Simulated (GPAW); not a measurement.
A run of GPAW 26.7.0:

File run.py:

```python
from ase.calculators.mixing import SumCalculator
from ase.dft.bandgap import bandgap
from ase.io import read, write
from ase.units import GPa
from dftd4.ase import DFTD4
from gpaw import GPAW, PW, setup_paths

setup_paths.insert(0, '.')

atoms = read('POSCAR')

calc = GPAW(mode=PW(600),
            xc='PBEsol',
            kpts={'size': (11, 11, 11), 'gamma': True},
            occupations={'name': 'methfessel-paxton', 'order': 0, 'width': 0.1},
            nbands=11,
            convergence={'density': 1e-05, 'energy': 1e-05},
            maxiter=150,
            txt='gpaw.txt')
atoms.calc = SumCalculator([calc, DFTD4(method='pbesol')])
energy = atoms.get_potential_energy()
forces = atoms.get_forces()
stress = atoms.get_stress()
calc.write('gs.gpw')
write('result.traj', atoms)
print(f'Energy: {energy:.6f} eV')
print('Forces (eV/A):')
print(forces.round(4))
print('Stress (GPa):', (stress / GPa).round(3))
print('Fermi level:', round(calc.get_fermi_level(), 4), 'eV')
print(f'Gap: {bandgap(calc)[0]:.4f} eV, direct: {bandgap(calc, direct=True)[0]:.4f} eV')
```

POSCAR

```
Si
1.0
   -2.3687880000      2.3842520000      1.3347730000
    2.3700060000     -2.3768840000      1.3238010000
    2.3615660000      2.3696630000     -1.3216290000
Si
2
Direct
    0.5000000000      0.5000000000      0.0000000000
    0.2500000000      0.7500000000      0.5000000000
```

Potentials or basis: PAW data sets generated in the run's folder for this functional, pw.

The run is started by

```console
$ gpaw-setup -f PBEsol Si
$ OMP_NUM_THREADS=1 python run.py
```

Hardware: 1 thread of Arm Neoverse V2, on a shared host.

Question: Estimate the wall time of this run.

Answer: Run time: 110 s on 1 thread of Arm Neoverse V2, with other jobs on the host, peak memory 0.37 GiB. Counts: scf iterations 9, plane waves 1010, bands 11, k points 666.
